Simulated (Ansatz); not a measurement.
SnO (P4/nmm) under several functionals

Plane-wave DFT in Ansatz with scalar-relativistic PAW potentials. The same structure was relaxed (cell and atoms, symmetry kept) in separate runs at each level. No spin polarisation.

| level | cutoff (eV) | k mesh | V (Å³/atom) | a (Å) | c (Å) | gap (eV) | B0 (GPa) |
| --- | --- | --- | --- | --- | --- | --- | --- |
| PBEsol+D3(BJ) | 420 | 12×12×10 | 16.218 | 3.771 | 4.563 | 0.00 | 45 |
| PBEsol | 420 | 12×12×10 | 17.203 | 3.805 | 4.752 | 0.00 | 32 |
| PBE+D3(BJ) | 420 | 12×12×10 | 17.514 | 3.837 | 4.759 | 0.00 | 32 |
| r2SCAN | 500 | 10×10×8 | 17.882 | 3.809 | 4.931 | 0.36 | 23 |
| PBE | 420 | 10×10×8 | 18.949 | 3.868 | 5.065 | 0.49 | 18 |

Q: Where does LDA (420 eV, k mesh 12×12×10) fall?

A: V (Å³/atom) 16.535, a (Å) 3.767, c (Å) 4.660, gap (eV) 0.00. Its volume is between those of PBEsol+D3(BJ) and PBEsol. The usual order of volumes, LDA < PBEsol < PBE, holds here (16.535, 17.203, 18.949 Å³/atom). As a rule LDA overbinds; PBEsol, built on the gradient expansion of slowly varying densities, lies between LDA and PBE; PBE's stronger gradient term for exchange weakens bonds. Adding D3 to PBE changes the volume by -7.6 %; the term is attractive, so it pulls cells in. In ionic crystals its C6 for cations, set by coordination number and not by charge, is often too large, so it can pull in too far. r2SCAN lies 5.6 % under PBE in volume. B0 goes from 45.0 to 18.3 GPa as the volume grows by 16.8 %; on one curve with B' = 9.4 the volume alone, B ∝ V^(−B'), would give 10.5 GPa, and the rest of the difference is the functional's own stiffness. Each gap belongs to its own cell, so it mixes the functional's effect with that of the volume; gaps are the least found on the k mesh or on a band path.